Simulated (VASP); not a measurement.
# Mo (Im-3m) in VASP: notebook

One crystal, Mo, is run at these levels: PBE; tasks: single point.

Program: VASP 6.6.1. These are calculated values, not measurements. Logs are shortened: lines on timing, memory, paths and dates and some standing lists are left out, and cuts for length are marked.

## (1) The undisturbed crystal

The structure is cubic, space group Im-3m (No. 229). The conventional cell has a = 3.168 Å, b = 3.168 Å, c = 3.168 Å, α = 90.00°, β = 90.00°, γ = 90.00°. Around Mo (site symmetry m-3m) lie 8 Mo at 2.74 Å.

## (2) Single point, PBE (grid = ENCUT=400 dk=0.35 cell=3x3x3 ISMEAR=1 SIGMA=0.02 LREAL=Auto EDIFF=1e-06)

The input, INCAR:

```
SYSTEM = Mo
  PREC = Accurate
  ENCUT = 400
  EDIFF = 1E-6
  ISMEAR = 1
  SIGMA = 0.02
  LREAL = Auto
  LASPH = .TRUE.
  NELM = 120
  ALGO = Fast
  ISIF = 2
  LWAVE = .FALSE.
  LCHARG = .FALSE.
  GGA = PE
  NBANDS = 216
```

The input, KPOINTS:

```
regular mesh
0
G
  3 3 3
  0 0 0
```

The input, POSCAR:

```
Mo
1.0
   -4.7514269157      4.7514269157      4.7514269157
    4.7514269157     -4.7514269157      4.7514269157
    4.7514269157      4.7514269157     -4.7514269157
Mo
27
Direct
    0.0000000000      0.0000000000      0.0000000000
    0.0000000000      0.0000000000      0.3333333333
    0.0000000000      0.0000000000      0.6666666667
    0.0000000000      0.3333333333      0.0000000000
    0.0000000000      0.3333333333      0.3333333333
    0.0000000000      0.3333333333      0.6666666667
    0.0000000000      0.6666666667      0.0000000000
    0.0000000000      0.6666666667      0.3333333333
    0.0000000000      0.6666666667      0.6666666667
    0.3333333333      0.0000000000      0.0000000000
    0.3333333333      0.0000000000      0.3333333333
    0.3333333333      0.0000000000      0.6666666667
    0.3333333333      0.3333333333      0.0000000000
    0.3333333333      0.3333333333      0.3333333333
    0.3333333333      0.3333333333      0.6666666667
    0.3333333333      0.6666666667      0.0000000000
    0.3333333333      0.6666666667      0.3333333333
    0.3333333333      0.6666666667      0.6666666667
    0.6666666667      0.0000000000      0.0000000000
    0.6666666667      0.0000000000      0.3333333333
    0.6666666667      0.0000000000      0.6666666667
    0.6666666667      0.3333333333      0.0000000000
    0.6666666667      0.3333333333      0.3333333333
    0.6666666667      0.3333333333      0.6666666667
    0.6666666667      0.6666666667      0.0000000000
    0.6666666667      0.6666666667      0.3333333333
    0.6666666667      0.6666666667      0.6666666667
```

Potentials or basis: VASP PAW PBE potentials, release 64 (Mo_sv).

Command:

```console
$ cat potpaw_PBE.64/Mo_sv/POTCAR > POTCAR
$ mpirun -np 1 vasp_std > vasp.out
```

OUTCAR:

```text
SYSTEM = Mo
   PREC = Accurate
   ENCUT = 400
   EDIFF = 1E-6
   ISMEAR = 1
   LREAL = Auto
   LASPH = .TRUE.
   NELM = 120
   ISIF = 2
   GGA = PE

 Found      4 irreducible k-points:

 Following reciprocal coordinates:
            Coordinates               Weight
  0.000000  0.000000  0.000000      1.000000
  0.333333  0.000000  0.000000     12.000000
  0.333333  0.333333  0.000000      8.000000
 -0.333333  0.333333  0.333333      6.000000
   k-points           NKPTS =      4   k-points in BZ     NKDIM =      4   number of bands    NBANDS=    216
   number of dos      NEDOS =    301   number of ions     NIONS =     27
   total plane-waves  NPLWV = 157464
   dimension x,y,z NGX =    54 NGY =   54 NGZ =   54
   dimension x,y,z NGXF=   108 NGYF=  108 NGZF=  108
   ions per type =              27
   NGX,Y,Z   is equivalent  to a cutoff of  10.91, 10.91, 10.91 a.u.
   NGXF,Y,Z  is equivalent  to a cutoff of  21.82, 21.82, 21.82 a.u.
 SYSTEM =  Mo
   PREC   = accura    normal or accurate (medium, high low for compatibility)
   ISTART =      0    job   : 0-new  1-cont  2-samecut
   ICHARG =      2    charge: 1-file 2-atom 10-const
   ISPIN  =      1    spin polarized calculation?
   LNONCOLLINEAR =      F non collinear calculations
   LSORBIT =      F    spin-orbit coupling
   LASPH  =      T    aspherical Exc in radial PAW
   ENCUT  =  400.0 eV  29.40 Ry    5.42 a.u.  13.42 13.42 13.42*2*pi/ulx,y,z
   NELM   =    120;   NELMIN=  2; NELMDL= -5     # of ELM steps
   EDIFF  = 0.1E-05   stopping-criterion for ELM
   LREAL  =      T    real-space projection
   EDIFFG = 0.1E-04   stopping-criterion for IOM
   NSW    =      0    number of steps for IOM
   IBRION =     -1    ionic relax: 0-MD 1-quasi-New 2-CG
   NFREE  =      0    steps in history (QN), initial steepest desc. (CG)
   ISIF   =      2    stress and relaxation
   ISYM   =      2    0-nonsym 1-usesym 2-fastsym
   POTIM  = 0.5000    time-step for ionic-motion
   TEBEG  =    0.0;   TEEND  =   0.0 temperature during run
   PSTRESS=    0.0 pullay stress
   NELECT =     378.0000    total number of electrons
   NUPDOWN=      -1.0000    fix difference up-down
   EMIN   =  10.00;   EMAX   =-10.00  energy-range for DOS
   EFERMI =   0.00;   METHOD = LEGACY
   ISMEAR =     1;   SIGMA  =   0.02  broadening in eV -4-tet -1-fermi 0-gaus
   EFERMI_NEDOS =   21; number of points for ismear=-14 and -15
   IALGO  =     68    algorithm
   IMIX   =      4    mixing-type and parameters
     AMIX     =   0.40;   BMIX     =  1.00
     AMIX_MAG =   1.60;   BMIX_MAG =  1.00
  volume/ion in A,a.u.               =      15.89       107.24
  Fermi-wavevector in a.u.,A,eV,Ry     =   1.569380  2.965698 33.510508  2.462953
  Thomas-Fermi vector in A             =   2.671271
   LORBIT       =      0    0 simple, 1 ext, 2 COOP (PROOUT), +10 PAW based schemes
   GGA     = PE    functional components
   LHFCALC =     F    Hartree Fock is set to
   AEXX    =    0.0000 exact exchange contribution
   IVDW    =     0    specifies the selected vdW correction
   LEPSILON=     F    determine dielectric tensor
   LRPA    =     F    only Hartree local field effects (RPA)
 non-spin polarized calculation
 RMM-DIIS sequential band-by-band and
 Methfessel and Paxton  Order N= 1 SIGMA  =   0.02
  energy-cutoff  :      400.00
  volume of cell :      429.07
 maximum number of plane-waves:      7803
 NGX is ok and might be reduce to    54
   NGX = 27   NGY = 27   NGZ = 27

 number of electron     378.0000139 magnetization

 Free energy of the ion-electron system (eV)
  ---------------------------------------------------
  ext. energy  EPLUGINS =         0.00000000
  ---------------------------------------------------
  free energy    TOTEN  =      -295.57883838 eV

  energy without entropy =     -295.57576596  energy(sigma->0) =     -295.57781424

 E-fermi :  12.2757     XC(G=0): -13.2984

 val. band max:       12.2381744928   @ k =  -0.3333   0.3333   0.3333
 cond. band min:      12.2810741336   @ k =   0.3333   0.0000   0.0000
 fundamental gap:      0.0428996408
 Fermi energy:        12.2756584105

 k-point     1 :       0.0000    0.0000    0.0000
  band No.  band energies     occupation
      1     -48.9502      2.00000
      2     -48.7654      2.00000
      3     -48.7654      2.00000
      4     -48.7654      2.00000
      5     -48.7654      2.00000
      6     -48.7654      2.00000
[... 193 lines left out ...]
    200      13.7548      0.00000
    201      13.7555      0.00000

 k-point     2 :       0.3333    0.0000    0.0000
  band No.  band energies     occupation
      1     -48.9218      2.00000
      2     -48.8492      2.00000
      3     -48.7930      2.00000
      4     -48.7930      2.00000
      5     -48.7930      2.00000
      6     -48.7930      2.00000
[... 193 lines left out ...]
    200      13.3423      0.00000
    201      13.3863      0.00000

 k-point     3 :       0.3333    0.3333    0.0000
  band No.  band energies     occupation
      1     -48.8713      2.00000
      2     -48.8713      2.00000
      3     -48.8713      2.00000
      4     -48.8125      2.00000
      5     -48.7511      2.00000
      6     -48.7511      2.00000
[... 193 lines left out ...]
    200      12.9339      0.00000
    201      13.1915      0.00000

 k-point     4 :      -0.3333    0.3333    0.3333
  band No.  band energies     occupation
      1     -48.8943      2.00000
      2     -48.8241      2.00000
      3     -48.8241      2.00000
      4     -48.8241      2.00000
      5     -48.8241      2.00000
      6     -48.7600      2.00000
[... 193 lines left out ...]
    200      12.7301      0.00000
    201      12.7301      0.00000
 [bands above 201 left out]

------------------------ aborting loop because EDIFF is reached ----------------------------------------

  FORCE on cell =-STRESS in cart. coord.  units (eV):
  Direction    XX          YY          ZZ          XY          YZ          ZX
  --------------------------------------------------------------------------------------
  -------------------------------------------------------------------------------------
  Total       -7.0195072     -7.0195072     -7.0195072     -0.0000000     -0.0000000     -0.0000000
  in kB      -26.2110885    -26.2110885    -26.2110885     -0.0000000     -0.0000000     -0.0000000
  external PRESSURE =     -26.2110885 kB  Pullay stress =       0.0000000 kB

 VOLUME and BASIS-vectors are now :
 -----------------------------------------------------------------------------
  energy-cutoff  :      400.00
  volume of cell :      429.07
      direct lattice vectors                 reciprocal lattice vectors
    -4.751426916  4.751426916  4.751426916     0.000000000  0.105231546  0.105231546
     4.751426916 -4.751426916  4.751426916     0.105231546  0.000000000  0.105231546
     4.751426916  4.751426916 -4.751426916     0.105231546  0.105231546  0.000000000

 POSITION                                       TOTAL-FORCE (eV/Angst)
 -----------------------------------------------------------------------------------
      0.00000      0.00000      0.00000         0.000000      0.000000      0.000000
      1.58381      1.58381     -1.58381        -0.000000     -0.000000      0.000000
      3.16762      3.16762     -3.16762         0.000000      0.000000      0.000000
      1.58381     -1.58381      1.58381        -0.000000      0.000000     -0.000000
      3.16762      0.00000      0.00000        -0.000000     -0.000000     -0.000000
      4.75143      1.58381     -1.58381        -0.000000      0.000000     -0.000000
[... 19 lines left out ...]
      1.58381      1.58381      4.75143        -0.000000      0.000000      0.000000
      3.16762      3.16762      3.16762         0.000000     -0.000000     -0.000000
 -----------------------------------------------------------------------------------
    total drift:                                0.000000      0.000000      0.000000

  FREE ENERGIE OF THE ION-ELECTRON SYSTEM (eV)
  ---------------------------------------------------
  free  energy   TOTEN  =      -295.5788383842 eV

  energy  without entropy=     -295.5757659573  energy(sigma->0) =     -295.57781424
```

Run time: 13 min. Hardware: 1 thread of Intel Xeon Platinum 8488C (Sapphire Rapids), shared host; peak memory 0.47 GiB.

The run converged, but some of its settings lie outside the range that counts as converged, so its numbers aren't taken as properties of the crystal.

Results:

```
Free energy            : -295.5788 eV
Pressure               : -2.6 GPa
Band gap on the k mesh : none (metal or under the smearing width)
```

## (3) Single point, PBE (grid = ENCUT=460 dk=0.35 cell=3x3x3 ISMEAR=1 SIGMA=0.1 LREAL=Auto EDIFF=1e-06)

INCAR: that of step 2 with these lines changed.

```diff
@@ -2,6 +2,6 @@
   PREC = Accurate
-  ENCUT = 400
+  ENCUT = 460
   EDIFF = 1E-6
   ISMEAR = 1
-  SIGMA = 0.02
+  SIGMA = 0.1
   LREAL = Auto
```

KPOINTS is that of step 2.

POSCAR is that of step 2.

Potentials or basis: VASP PAW PBE potentials, release 64 (Mo_sv).

Command:

```console
$ cat potpaw_PBE.64/Mo_sv/POTCAR > POTCAR
$ mpirun -np 1 vasp_std > vasp.out
```

Run time: 15 min. Hardware: 1 thread of Intel Xeon Platinum 8488C (Sapphire Rapids), shared host; peak memory 0.6 GiB.

The run converged, but some of its settings lie outside the range that counts as converged, so its numbers aren't taken as properties of the crystal.

What came out:

* Free energy: -295.6430 eV
* Pressure: -1.7 GPa
* Band gap on the k mesh: none (metal or under the smearing width)
